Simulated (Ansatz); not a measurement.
A nudged elastic band was laid between two geometries of a periodic cell of 31 atoms, Al (host Al, host structure fcc, one Al atom removed).

Method: DFT PBEsol, scalar-relativistic, plane waves, PAW in Ansatz 0.2.0. Settings: PAW set soft_1, cutoff 420 eV, k mesh 3x3x3, gaussian smearing 0.05 eV, no spin polarisation.

* movable images: 3
* climbing image: yes
* spring: 0.1 eV/Å²
* optimiser: fire
* start path: default
* force threshold: 0.05 eV/Å
* iteration limit: 50
* end points: relaxed

First end point:

```xyz
31
Lattice="8.1000 0.0000 0.0000 0.0000 8.1000 0.0000 0.0000 0.0000 8.1000" Properties=species:S:1:pos:R:3
Al 4.051 -0.014 0.016
Al 6.084 2.024 -0.004
Al 6.062 -0.014 2.029
Al 0.000 0.004 -0.005
Al 2.017 2.023 -0.003
Al 4.049 4.060 0.018
Al 6.060 6.073 0.018
Al 2.039 -0.016 2.029
Al 4.050 2.022 2.028
Al 6.061 4.061 2.028
Al 4.051 -0.017 4.039
Al 6.083 2.023 4.062
Al 6.084 0.005 6.078
Al 0.001 4.042 -0.005
Al 2.039 6.073 0.018
Al 0.001 2.023 2.028
Al 2.039 4.062 2.029
Al 0.001 0.006 4.060
Al 2.018 2.023 4.062
Al 4.051 4.062 4.039
Al 6.062 6.074 4.040
Al 2.017 0.005 6.079
Al 4.051 2.023 6.078
Al 6.082 4.042 6.078
Al -0.001 6.073 2.028
Al -0.001 4.040 4.061
Al 2.038 6.073 4.041
Al 0.000 2.023 6.078
Al 2.018 4.040 6.079
Al 4.050 6.072 6.079
Al 0.000 6.073 6.077
```

Last end point:

```xyz
31
Lattice="8.1000 0.0000 0.0000 0.0000 8.1000 0.0000 0.0000 0.0000 8.1000" Properties=species:S:1:pos:R:3
Al 4.061 0.011 0.000
Al 6.075 2.025 0.000
Al 6.075 0.011 2.014
Al -0.011 0.011 0.000
Al 2.025 2.025 0.000
Al 4.061 4.039 0.000
Al 6.075 6.075 0.000
Al 2.025 -0.017 2.042
Al 4.061 2.025 2.014
Al 6.075 4.039 2.014
Al 4.033 -0.017 4.050
Al 6.075 2.025 4.050
Al 6.075 0.011 6.086
Al -0.011 4.039 0.000
Al 2.025 6.075 0.000
Al -0.011 2.025 2.014
Al 2.025 4.067 2.042
Al 0.017 -0.017 4.050
Al 2.025 2.025 4.050
Al 4.033 4.067 4.050
Al 6.075 6.075 4.050
Al 2.025 -0.017 6.058
Al 4.061 2.025 6.086
Al 6.075 4.039 6.086
Al 0.017 6.075 2.042
Al 0.017 4.067 4.050
Al 4.033 6.075 2.042
Al -0.011 2.025 6.086
Al 2.025 4.067 6.058
Al 4.033 6.075 6.058
Al 0.017 6.075 6.058
```

Which bonds break or form, and what moves?

The atom that moves furthest is Al27, by 2.82 Å; four of its nearest neighbours are Al17 2.84, Al11 2.84, Al20 2.85, Al8 2.85 Å at the first end and Al11 2.84, Al20 2.84, Al8 2.84, Al17 2.84 Å at the last.

Give the energies along the band, and the barrier.

The forces met the threshold. The highest image is number 2 of 0 to 4, 0.68 eV above the ends, which have the same energy within 2 meV. The order of the point at the top wasn't checked. Limits of this set-up: coarse k mesh, PAW files made for another functional, a small cell, in which the defect meets its images, a typed lattice constant that wasn't relaxed here.

```tsv
image	path coordinate (Å)	energy (eV)
0	0.00	0.00
1	0.74	0.35
2	1.47	0.68
3	2.19	0.35
4	2.93	0.00
```

What is the geometry of the highest image?


```xyz
31
Lattice="8.1000 0.0000 0.0000 0.0000 8.1000 0.0000 0.0000 0.0000 8.1000" Properties=species:S:1:pos:R:3
Al 4.059 -0.032 0.031
Al 6.075 2.024 0.002
Al 6.046 -0.032 2.017
Al -0.010 0.008 -0.008
Al 2.018 2.024 -0.068
Al 4.059 4.080 0.031
Al 6.070 6.074 0.007
Al 1.969 0.149 1.971
Al 4.066 2.024 2.011
Al 6.046 4.080 2.017
Al 4.106 0.149 4.108
Al 6.145 2.024 4.059
Al 6.085 0.008 6.087
Al -0.010 4.040 -0.008
Al 2.055 6.074 0.052
Al -0.070 2.024 2.020
Al 1.969 3.899 1.971
Al 0.029 -0.032 4.061
Al 2.009 2.024 4.067
Al 4.106 3.899 4.108
Al 6.025 6.074 4.021
Al 2.016 -0.032 6.048
Al 4.057 2.024 6.146
Al 6.085 4.040 6.087
Al 0.050 6.074 2.057
Al 0.029 4.080 4.061
Al 3.037 6.074 3.039
Al 0.000 2.024 6.077
Al 2.016 4.080 6.048
Al 4.020 6.074 6.027
Al 0.006 6.074 6.071
```

Time of the run: 17 min on 4 threads of Arm Neoverse V2, with other jobs on the host, peak memory 2.6 GiB.
